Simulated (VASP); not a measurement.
# ZnCu2SnS4 (I-4) in VASP: further runs

Aim: see how the results for ZnCu2SnS4 move with the level of theory and the settings. Levels: PBE+D3(BJ), LDA. Tasks: relaxation of cell and atoms.

Everything below comes from runs of VASP 6.6.1. Logs are shortened: lines on timing, memory, paths and dates and some standing lists are left out, and cuts for length are marked.

## 1. The structure

It takes space group I-4 (No. 82, tetragonal). Conventional cell: a = 5.434 Å, b = 5.434 Å, c = 10.850 Å, α = 90.00°, β = 90.00°, γ = 90.00°. Around Zn (site symmetry -4) lie 4 S at 2.33 Å. Cu (site symmetry -4) is surrounded by 4 S at 2.33 Å. Around Cu (site symmetry -4) lie 4 S at 2.33 Å. Sn (site symmetry -4) is surrounded by 4 S at 2.41 Å. S (site symmetry 1) is surrounded by 1 Zn at 2.33 Å and 2 Cu at 2.33 Å and 1 Sn at 2.41 Å.

## 2. Relaxation of cell and atoms, PBE+D3(BJ)

File INCAR:

```
ALGO     = Normal         # electronic algorithm
EDIFF    = 1E-6           # SCF threshold, eV
EDIFFG   = -0.01          # ionic threshold
ENCUT    = 600            # plane-wave cutoff, eV
GGA      = PE             # functional
IBRION   = 2              # ionic algorithm
ISIF     = 3              # what is computed and relaxed
ISMEAR   = 0              # smearing method
IVDW     = 12             # dispersion correction
KPAR     = 4            
LASPH    = True           # aspherical terms in the spheres
LCHARG   = False          # write CHGCAR
LREAL    = False          # projectors in reciprocal space
LWAVE    = False          # write WAVECAR
NELM     = 80             # most SCF steps
NSW      = 90             # ionic steps
PREC     = Accurate       # precision mode
SIGMA    = 0.03           # smearing width, eV
```

File KPOINTS:

```
k-points
0
Gamma
  10 10 10
```

File POSCAR:

```
ZnCu2SnS4
1.0
   -2.7171000000      2.7171000000      5.4248000000
    2.7171000000     -2.7171000000      5.4248000000
    2.7171000000      2.7171000000     -5.4248000000
Zn Cu Sn S
1 2 1 4
Direct
    0.2500000000      0.7500000000      0.5000000000
    0.0000000000      0.0000000000      0.0000000000
    0.7500000000      0.2500000000      0.5000000000
    0.5000000000      0.5000000000      0.0000000000
    0.3716100000      0.8844100000      0.9996000000
    0.1155900000      0.1151900000      0.4872000000
    0.8848100000      0.3720100000      0.0004000000
    0.6279900000      0.6283900000      0.5128000000
```

Potentials or basis: VASP PAW PBE potentials, release 64 (Zn, Cu, Sn_d, S).

Run with:

```console
$ cat potpaw_PBE.64/Zn/POTCAR potpaw_PBE.64/Cu/POTCAR potpaw_PBE.64/Sn_d/POTCAR potpaw_PBE.64/S/POTCAR > POTCAR
$ mpirun -np 4 vasp_std > vasp.out
```

OUTCAR:

```text
EDIFF = 1E-6
   EDIFFG = -0.01
   ENCUT = 600
   GGA = PE
   IBRION = 2
   ISIF = 3
   ISMEAR = 0
   IVDW = 12
   LASPH = True
   LREAL = False
   NELM = 80
   NSW = 90
   PREC = Accurate
 IVDW          = 12

 ion  position               nearest neighbor table
   1  0.250  0.750  0.500-   8 2.33   7 2.33   6 2.33   5 2.33
   2  0.000  0.000  0.000-   5 2.33   8 2.33   7 2.33   6 2.33
   3  0.750  0.250  0.500-   7 2.33   6 2.33   5 2.33   8 2.33
   4  0.500  0.500  0.000-   8 2.41   7 2.41   6 2.41   5 2.41
   5  0.372  0.884  1.000-   1 2.33   2 2.33   3 2.33   4 2.41
   6  0.116  0.115  0.487-   1 2.33   2 2.33   3 2.33   4 2.41
   7  0.885  0.372  0.000-   1 2.33   2 2.33   3 2.33   4 2.41
   8  0.628  0.628  0.513-   1 2.33   2 2.33   3 2.33   4 2.41

  LATTYP: Found a body centered tetragonal cell.
 ALAT       =     5.4342000000
 C/A-ratio  =     1.9965404291

  Lattice vectors:

 A1 = (  -2.7171000000,   2.7171000000,   5.4248000000)
 A2 = (   2.7171000000,  -2.7171000000,   5.4248000000)
 A3 = (   2.7171000000,   2.7171000000,  -5.4248000000)

Analysis of symmetry for initial positions (statically):
=====================================================================
 Subroutine PRICEL returns:
 Original cell was already a primitive cell.

 Routine SETGRP: Setting up the symmetry group for a
 body centered tetragonal supercell.

 Subroutine GETGRP returns: Found  4 space group operations
 (whereof  4 operations were pure point group operations)
 out of a pool of 16 trial point group operations.

The static configuration has the point symmetry S_4 .

Analysis of symmetry for dynamics (positions and initial velocities):
=====================================================================
 Subroutine PRICEL returns:
 Original cell was already a primitive cell.

 Routine SETGRP: Setting up the symmetry group for a
 body centered tetragonal supercell.

 Subroutine GETGRP returns: Found  4 space group operations
 (whereof  4 operations were pure point group operations)
 out of a pool of 16 trial point group operations.

The dynamic configuration has the point symmetry S_4 .

 Subroutine INISYM returns: Found  4 space group operations
 (whereof  4 operations are pure point group operations),
 and found     1 'primitive' translations

----------------------------------------------------------------------------------------

                                     Primitive cell

  volume of cell :     160.1972

  direct lattice vectors                    reciprocal lattice vectors
    -2.717100000  2.717100000  5.424800000     0.000000000  0.184019727  0.092169297
     2.717100000 -2.717100000  5.424800000     0.184019727  0.000000000  0.092169297
     2.717100000  2.717100000 -5.424800000     0.184019727  0.184019727  0.000000000

  length of vectors
     6.647835728  6.647835728  6.647835728     0.205811659  0.205811659  0.260243194

  position of ions in fractional coordinates (direct lattice)
     0.250000000  0.750000000  0.500000000
     0.000000000  0.000000000  0.000000000
     0.750000000  0.250000000  0.500000000
     0.500000000  0.500000000  0.000000000
     0.371610000  0.884410000  0.999600000
     0.115590000  0.115190000  0.487200000
     0.884810000  0.372010000  0.000400000
     0.627990000  0.628390000  0.512800000

  ion indices of the primitive-cell ions
   primitive index   ion index
                 1           1
                 2           2
                 3           3
                 4           4
                 5           5
                 6           6
                 7           7
                 8           8

----------------------------------------------------------------------------------------

 KPOINTS: k-points

Automatic generation of k-mesh.
 Grid dimensions read from file:
 generate k-points for:   10   10   10

 Generating k-lattice:

  Cartesian coordinates                     Fractional coordinates (reciprocal lattice)
     0.000000000  0.018401973  0.009216930     0.100000000 -0.000000000  0.000000000
     0.018401973  0.000000000  0.009216930    -0.000000000  0.100000000  0.000000000
     0.018401973  0.018401973  0.000000000     0.000000000  0.000000000  0.100000000

  Length of vectors
     0.020581166  0.020581166  0.026024319

  Shift w.r.t. Gamma in fractional coordinates (k-lattice)
     0.000000000  0.000000000  0.000000000

 Subroutine IBZKPT returns following result:
 ===========================================

 Found    144 irreducible k-points:

 Following reciprocal coordinates:
            Coordinates               Weight
  0.000000  0.000000  0.000000      1.000000
  0.100000  0.000000  0.000000      8.000000
  0.200000  0.000000  0.000000      8.000000
  0.300000 -0.000000  0.000000      8.000000
  0.400000 -0.000000  0.000000      8.000000
  0.500000  0.000000  0.000000      4.000000
[... 16 lines left out ...]
  0.200000  0.200000  0.000000      8.000000
  0.300000  0.200000  0.000000      8.000000
 [... further k-points ...]
   k-points           NKPTS =    144   k-points in BZ     NKDIM =    144   number of bands    NBANDS=     43
   number of dos      NEDOS =    301   number of ions     NIONS =      8
   total plane-waves  NPLWV = 157464
   dimension x,y,z NGX =    54 NGY =   54 NGZ =   54
   dimension x,y,z NGXF=   108 NGYF=  108 NGZF=  108
   ions per type =               1   2   1   4
   NGX,Y,Z   is equivalent  to a cutoff of  13.50, 13.50, 13.50 a.u.
   NGXF,Y,Z  is equivalent  to a cutoff of  27.01, 27.01, 27.01 a.u.
 SYSTEM =  unknown system
   PREC   = accura    normal or accurate (medium, high low for compatibility)
   ISTART =      0    job   : 0-new  1-cont  2-samecut
   ICHARG =      2    charge: 1-file 2-atom 10-const
   ISPIN  =      1    spin polarized calculation?
   LNONCOLLINEAR =      F non collinear calculations
   LSORBIT =      F    spin-orbit coupling
   LASPH  =      T    aspherical Exc in radial PAW
   ENCUT  =  600.0 eV  44.10 Ry    6.64 a.u.  13.28 13.28 13.28*2*pi/ulx,y,z
   NELM   =     80;   NELMIN=  2; NELMDL= -5     # of ELM steps
   EDIFF  = 0.1E-05   stopping-criterion for ELM
   LREAL  =      F    real-space projection
   EDIFFG = -.1E-01   stopping-criterion for IOM
   NSW    =     90    number of steps for IOM
   IBRION =      2    ionic relax: 0-MD 1-quasi-New 2-CG
   NFREE  =      1    steps in history (QN), initial steepest desc. (CG)
   ISIF   =      3    stress and relaxation
   ISYM   =      2    0-nonsym 1-usesym 2-fastsym
   POTIM  = 0.5000    time-step for ionic-motion
   TEBEG  =    0.0;   TEEND  =   0.0 temperature during run
   PSTRESS=    0.0 pullay stress
   NELECT =      72.0000    total number of electrons
   NUPDOWN=      -1.0000    fix difference up-down
   EMIN   =  10.00;   EMAX   =-10.00  energy-range for DOS
   EFERMI =   0.00;   METHOD = LEGACY
   ISMEAR =     0;   SIGMA  =   0.03  broadening in eV -4-tet -1-fermi 0-gaus
   EFERMI_NEDOS =   21; number of points for ismear=-14 and -15
   IALGO  =     38    algorithm
   IMIX   =      4    mixing-type and parameters
     AMIX     =   0.40;   BMIX     =  1.00
     AMIX_MAG =   1.60;   BMIX_MAG =  1.00
  volume/ion in A,a.u.               =      20.02       135.13
  Fermi-wavevector in a.u.,A,eV,Ry     =   1.254009  2.369734 21.395688  1.572539
  Thomas-Fermi vector in A             =   2.387835
   LORBIT       =      0    0 simple, 1 ext, 2 COOP (PROOUT), +10 PAW based schemes
   GGA     = PE    functional components
   LHFCALC =     F    Hartree Fock is set to
   AEXX    =    0.0000 exact exchange contribution
   IVDW    =    12    specifies the selected vdW correction
   LEPSILON=     F    determine dielectric tensor
   LRPA    =     F    only Hartree local field effects (RPA)
 conjugate gradient relaxation of ions
 non-spin polarized calculation
 Gauss-broadening in eV      SIGMA  =   0.03
  energy-cutoff  :      600.00
  volume of cell :      160.20
 maximum number of plane-waves:      5397
 NGX is ok and might be reduce to    54
   NGX = 27   NGY = 27   NGZ = 27

--------------------------------------- Ionic step        1  -------------------------------------------

 number of electron      71.9999998 magnetization

 Free energy of the ion-electron system (eV)
  ---------------------------------------------------
  ext. energy  EPLUGINS =         0.00000000
  ---------------------------------------------------
  free energy    TOTEN  =       -32.51797295 eV

  energy without entropy =      -32.51797295  energy(sigma->0) =      -32.51797295

------------------------ aborting loop because EDIFF is reached ----------------------------------------

 Edisp (eV)   -2.69602

 E8    (eV) :    -1.0961

  FORCE on cell =-STRESS in cart. coord.  units (eV):
  Direction    XX          YY          ZZ          XY          YZ          ZX
  --------------------------------------------------------------------------------------
  -------------------------------------------------------------------------------------
  Total      -0.76774    -0.76774    -0.87618     0.00000     0.00000     0.00000
  in kB      -7.67843    -7.67843    -8.76290     0.00000     0.00000     0.00000
  external pressure =       -8.04 kB  Pullay stress =        0.00 kB
[... 349 lines left out ...]
  energy  without entropy=      -35.2921445988  energy(sigma->0) =      -35.29214460

--------------------------------------- Ionic step        9  -------------------------------------------

 number of electron      72.0000011 magnetization

 Free energy of the ion-electron system (eV)
  ---------------------------------------------------
  ext. energy  EPLUGINS =         0.00000000
  ---------------------------------------------------
  free energy    TOTEN  =       -32.53966427 eV

  energy without entropy =      -32.53966427  energy(sigma->0) =      -32.53966427

 E-fermi :   5.2104     XC(G=0):  -9.8822

 val. band max:        5.1174326073   @ k =   0.0000   0.0000   0.0000
 cond. band min:       5.3032892600   @ k =   0.0000   0.0000   0.0000
 fundamental gap:      0.1858566527
 Fermi energy:         5.2103711014

 k-point     1 :       0.0000    0.0000    0.0000
  band No.  band energies     occupation
      1     -17.1948      2.00000
      2     -17.1909      2.00000
      3     -17.1909      2.00000
      4     -17.1147      2.00000
      5     -17.1103      2.00000
      6      -9.5275      2.00000
[... 1093 lines left out ...]
     42       9.9438      0.00000
     43      10.5619      0.00000

 [... further k-points ...]

------------------------ aborting loop because EDIFF is reached ----------------------------------------

 Edisp (eV)   -2.75253

 E8    (eV) :    -1.1198

  FORCE on cell =-STRESS in cart. coord.  units (eV):
  Direction    XX          YY          ZZ          XY          YZ          ZX
  --------------------------------------------------------------------------------------
  -------------------------------------------------------------------------------------
  Total      -0.01678    -0.01678     0.06134     0.00000     0.00000     0.00000
  in kB      -0.17107    -0.17107     0.62521     0.00000     0.00000     0.00000
  external pressure =        0.09 kB  Pullay stress =        0.00 kB
[... 23 lines left out ...]
  FREE ENERGIE OF THE ION-ELECTRON SYSTEM (eV)
  ---------------------------------------------------
  free  energy   TOTEN  =       -35.2921938022 eV

  energy  without entropy=      -35.2921937999  energy(sigma->0) =      -35.29219380

 reached required accuracy - stopping structural energy minimisation
```

Wall time 40 min (4 MPI ranks of Intel Xeon Platinum 8488C (Sapphire Rapids), shared host); peak memory 1.3 GiB.

Results:

```yaml
Free_energy: -35.2922 eV
Relaxed_volume: 19.65 Å³/atom
Relaxed_cell: a = 6.606 Å, b = 6.606 Å, c = 6.606 Å, α = 131.75°, β = 131.75°, γ = 70.63°
Space_group_after_relaxing_to_0.05_Å: I-4 (No. 82)
Energy_gained_by_relaxing: 9.8 meV/atom
Ionic_steps: 9
Pressure_after_relaxing: 0.0 GPa
Largest_force_after_relaxing: 0.006 eV/Å
Band_gap_on_the_k_mesh: 0.19 eV, direct
Dispersion_energy_per_atom: -0.344 eV
```

Forces in eV/Å, atoms in the order of the input:
```
Zn   0.000  0.000  0.000
Cu   0.000  0.000  0.000
Cu   0.000  0.000  0.000
Sn   0.000  0.000  0.000
S   -0.006  0.002  0.000
S    0.002  0.006  0.000
S    0.006 -0.002  0.000
S   -0.002 -0.006  0.000
```

Step by step:
| step | energy change (eV) | largest force (eV/Å) | pressure (GPa) | volume (Å³) |
| --- | --- | --- | --- | --- |
| 1 | 0.0000 | 0.5820 | -0.80 | 160.20 |
| 2 | -0.0572 | 0.3240 | -0.07 | 157.88 |
| 3 | -0.0734 | 0.0858 | 0.76 | 155.73 |
| 4 | -0.0735 | 0.1007 | 0.73 | 155.88 |
| 5 | -0.0771 | 0.0496 | -0.31 | 157.84 |
| 6 | -0.0779 | 0.0377 | -0.02 | 157.25 |
| 7 | -0.0779 | 0.0375 | -0.05 | 157.27 |
| 8 | -0.0781 | 0.0136 | -0.02 | 157.23 |
| 9 | -0.0782 | 0.0059 | 0.01 | 157.20 |

Final structure:
```
Zn Cu Sn S
1.0
    -2.70015    2.70015    5.39024
     2.70015   -2.70015    5.39024
     2.70015    2.70015   -5.39024
Zn Cu Sn S
1 2 1 4
Cartesian
  2.7002 0.0000 2.6951
  2.7002 -2.7002 5.3902
  0.0000 2.7002 2.6951
  0.0000 0.0000 5.3902
  1.4408 -1.3979 6.7874
  1.3022 1.2594 -1.3972
  1.2594 4.0981 1.3972
  1.3979 1.4408 3.9931
```

Caveat: spin-orbit coupling is left out, which moves the levels of the heavy elements.

## 3. Relaxation of cell and atoms, PBE+D3(BJ)

This run uses another cell than the first one, of 19.65 Å³/atom, 0.981 times its volume.

INCAR: that of step 2 with these lines changed.

```diff
@@ -1,4 +1,4 @@
 ALGO     = Normal         # electronic algorithm
-EDIFF    = 1E-6           # SCF threshold, eV
-EDIFFG   = -0.01          # ionic threshold
+EDIFF    = 1E-7           # SCF threshold, eV
+EDIFFG   = -0.005         # ionic threshold
 ENCUT    = 600            # plane-wave cutoff, eV
```

KPOINTS is that of step 2.

File POSCAR:

```
ZnCu2SnS4                               
1.0
   -2.7001537016      2.7001537148      5.3902384147
    2.7001537016     -2.7001537148      5.3902384147
    2.7001537148      2.7001537016     -5.3902384147
  Zn              Cu              Sn              S             
     1     2     1     4
Direct
     0.2500000000000000    0.7500000000000000    0.5000000000000000
     0.0000000000000000    1.0000000000000000    0.0000000000000000
     0.7500000000000000    0.2500000000000000    0.5000000000000000
     0.5000000000000000    0.5000000000000000    0.0000000000000000
     0.3707377648888884    0.8964007335860670    0.0079334704397919
     0.1035992664139330    0.1115327368537249    0.4743370313028286
     0.8884672631462751    0.3628042944491037    0.9920665295602081
     0.6371957055508963    0.6292622351111116    0.5256629686971713
```

Potentials or basis: VASP PAW PBE potentials, release 64 (Zn, Cu, Sn_d, S).

Run with:

```console
$ cat potpaw_PBE.64/Zn/POTCAR potpaw_PBE.64/Cu/POTCAR potpaw_PBE.64/Sn_d/POTCAR potpaw_PBE.64/S/POTCAR > POTCAR
$ mpirun -np 4 vasp_std > vasp.out
```

Run time: 14 min. Hardware: 4 MPI ranks of Intel Xeon Platinum 8488C (Sapphire Rapids), shared host; peak memory 1.2 GiB.

Results (log left out):

* Free energy: -35.2918 eV
* Energy gained by relaxing: 0.0 meV/atom
* Ionic steps: 2
* Pressure after relaxing: 0.0 GPa
* Band gap on the k mesh: 0.19 eV, direct
* Dispersion energy per atom: -0.344 eV

Forces on the atoms (eV/Å):
```
Zn   0.000  0.000  0.000
Cu   0.000  0.000  0.000
Cu   0.000  0.000  0.000
Sn   0.000  0.000  0.000
S   -0.002  0.001 -0.001
S    0.001  0.002  0.001
S    0.002 -0.001 -0.001
S   -0.001 -0.002  0.001
```

Final structure:
```xyz
8
Lattice="-2.6998 2.6998 5.3919 2.6998 -2.6998 5.3919 2.6998 2.6998 -5.3919" Properties=species:S:1:pos:R:3 pbc="T T T"
Zn    2.6998    0.0000    2.6960
Cu    2.6998    2.6998    5.3919
Cu    0.0000    2.6998    2.6960
Sn    2.6998    2.6998    0.0000
S     1.4404   -1.3977    6.7895
S     1.3021    1.2595   -1.3976
S     1.2595    4.0975    1.3976
S     1.3977    1.4404    3.9944
```

Levels at points of the mesh, in eV from the valence-band top:
| k point | band 34 | band 35 | band 36 | band 37 | band 38 | band 39 |
| --- | --- | --- | --- | --- | --- | --- |
| (0.00, 0.00, 0.00) | -0.06 | -0.06 | 0.00 | 0.19 | 1.91 | 2.74 |
| (0.50, 0.00, 0.00) | -1.19 | -1.08 | -0.54 | 1.57 | 3.08 | 3.29 |
| (0.50, 0.50, 0.00) | -0.76 | -0.55 | -0.43 | 0.58 | 2.32 | 3.10 |
| (0.50, 0.50, 0.50) | -1.19 | -0.92 | -0.92 | 1.23 | 1.96 | 1.96 |

Caveat: spin-orbit coupling is left out, which moves the levels of the heavy elements. A k mesh can miss the band edges.

[end of part 1 of 2]
